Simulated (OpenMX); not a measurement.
## BaTiO3 under changes of volume

One of the cells (12.036 Å³/atom); the others are scaled copies at fixed shape and fractional positions:

```
Ba Ti O
1.0
     3.70452   -0.01641    0.18507
    -0.01641    4.18451    0.02529
     0.18591    0.02540    3.89174
Ba Ti O
1 1 3
Cartesian
  0.1932 3.7176 3.7583
  1.9778 1.7733 2.4309
  1.8676 3.3187 3.9251
  2.1383 3.7507 1.9382
  3.6777 2.1334 2.1198
```

* Program: OpenMX 3.8.5
* Functional: LDA
* Potentials or basis: OpenMX 2013 LDA set, Ba10.0-s3p2d2, Ti7.0-s3p2d2, O6.0-s2p2d1, fixed grid of 45 × 50 × 48 points
* k mesh: 7 × 7 × 7
* Occupations: fermi-dirac, width 0.05 eV
* Spin: no spin polarisation

| volume (Å³/atom) | energy over the lowest point (meV/atom) | largest force (eV/Å) |
| --- | --- | --- |
| 11.314 | 521.89 | 16.238 |
| 11.555 | 411.75 | 15.700 |
| 11.795 | 311.93 | 15.184 |
| 12.036 | 221.58 | 14.690 |
| 12.277 | ? | ? |
| 12.518 | 66.29 | 13.764 |
| 12.758 | 0.00 | 13.332 |

Task: What does the run at 12.277 Å³/atom give?

Result: Energy over the lowest point 139.93 meV/atom; largest force 14.216 eV/Å.

Worked out: A Birch-Murnaghan fit of order 3 (a polynomial in V^(-2/3)) to the other rows has no minimum within the range. It gives 139.92 meV/atom at 12.277 Å³/atom, against the run's 139.93.

Energies are extrapolated to zero smearing.

Caveats: the basis of atomic orbitals isn't converged, which shifts pressures, moduli and gaps; forces of over 1 eV/Å show positions far from the minimum, so gaps and moduli don't describe the material at rest.
